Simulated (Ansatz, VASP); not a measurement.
Given: the input of a run of Ansatz 0.2.0 on TlBr.

File input.yaml:

```yaml
crystal:
  lattice:
    - [4.006358384, 0.0, 0.0]
    - [0.0, 4.006358384, 0.0]
    - [0.0, 0.0, 4.006358384]
  atoms:
    - { symbol: Tl, position: [0.0, 0.0, 0.0] }
    - { symbol: Br, position: [0.5, 0.5, 0.5] }
hamiltonian:
  xc: pbesol
  pseudopotentials: { kind: paw }
kpoints:
  mp_grid: { grid: [7, 7, 7] }
scf:
  occupations: { method: fermi_dirac, width: 0.05 }
output:
  forces: true
  stress: true
  eigenvalues: true
```

Potentials or basis: Ansatz PAW.

Run with:

```bash
$ ansatz run input.yaml --threads 1 --pin off --max-ram 3584MiB --backend cpu --events-out ev --progress --plain --runs-dir out
```

Problem. Set up the same calculation for VASP 6.6.1. Potentials there: VASP PAW PBE potentials, release 64 (Tl_d, Br).

Solution. As run (the cutoff follows the program's own potentials):

Contents of INCAR:

```
  PREC = Accurate
  ENCUT = 520
  EDIFF = 1E-7
  ISMEAR = -1
  SIGMA = 0.05
  LREAL = F
  LASPH = T
  NELM = 80
  ALGO = Normal
  ISIF = 2
  LWAVE = F
  LCHARG = F
  GGA = PS
  NBANDS = 17
```

KPOINTS

```
Automatic mesh
0
Gamma
  7 7 7
```

The input POSCAR:

```
TlBr
1.0
    4.0063583840      0.0000000000      0.0000000000
    0.0000000000      4.0063583840      0.0000000000
    0.0000000000      0.0000000000      4.0063583840
Tl Br
1 1
Direct
    0.0000000000      0.0000000000      0.0000000000
    0.5000000000      0.5000000000      0.5000000000
```

Potentials or basis: VASP PAW PBE potentials, release 64 (Tl_d, Br).

Launch:

```bash
$ cat potpaw_PBE.64/Tl_d/POTCAR potpaw_PBE.64/Br/POTCAR > POTCAR
$ mpirun -np 1 vasp_std > vasp.out
```

Both were run:

|  | VASP | Ansatz | Ansatz less VASP |
| --- | --- | --- | --- |
| gap on the k mesh at the Fermi level (eV) | 2.22 | 2.22 | -0.003 |
| least direct gap on the mesh (eV) | 2.22 | 2.22 | -0.003 |
| pressure (GPa) | -1.6 | -1.6 | +0.03 |

Caveats: spin-orbit coupling is left out, which as a rule narrows the gap of such compounds by several tenths of an eV; the PAW data sets were made with another functional, which shifts forces and pressure a little (VASP); an odd mesh through Γ misses points on the zone boundary, where band edges often lie (VASP); odd divisions of the mesh miss points on the zone boundary, where band edges often lie, so the gap on the mesh can be too wide (Ansatz); the PAW data sets come from PBE, with cores solved anew for the run's functional, which leaves a small shift of forces and pressure (Ansatz).
